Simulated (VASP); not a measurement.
Ge, 1 atom in the cell. The structure is cubic, space group Pm-3m (No. 221). The conventional cell has a = 2.710 Å, b = 2.710 Å, c = 2.710 Å, α = 90.00°, β = 90.00°, γ = 90.00°. Ge (site symmetry m-3m) is surrounded by 6 Ge at 2.71 Å. The cell was built by a generator and needn't be a form met in nature.

- Program: VASP 6.6.1
- Task: single point
- Functional: PBE
- Potentials or basis: VASP PAW PBE potentials, release 64 (Ge_d)
- Cutoff: 520 eV
- k mesh: 20 × 20 × 20
- Occupations: gaussian, width 0.1 eV
- Spin: no spin polarisation
- Dipole correction: no
- Further INCAR settings: ALGO = Normal; EDIFF = 1e-06; NBANDS = 13

Potentials or basis: VASP PAW PBE potentials, release 64 (Ge_d).

Launch:

```sh
$ cat potpaw_PBE.64/Ge_d/POTCAR > POTCAR
$ mpirun -np 1 vasp_std > vasp.out
```

Hardware: 1 thread of Intel(R) Xeon(R) Platinum 8488C (Sapphire Rapids), on a shared host.

How long does it take, and how much memory?

Run time: 22 s on 1 thread of Intel(R) Xeon(R) Platinum 8488C (Sapphire Rapids), with other jobs on the host, peak memory 0.17 GiB. Counts: scf iterations 10, k points 286.
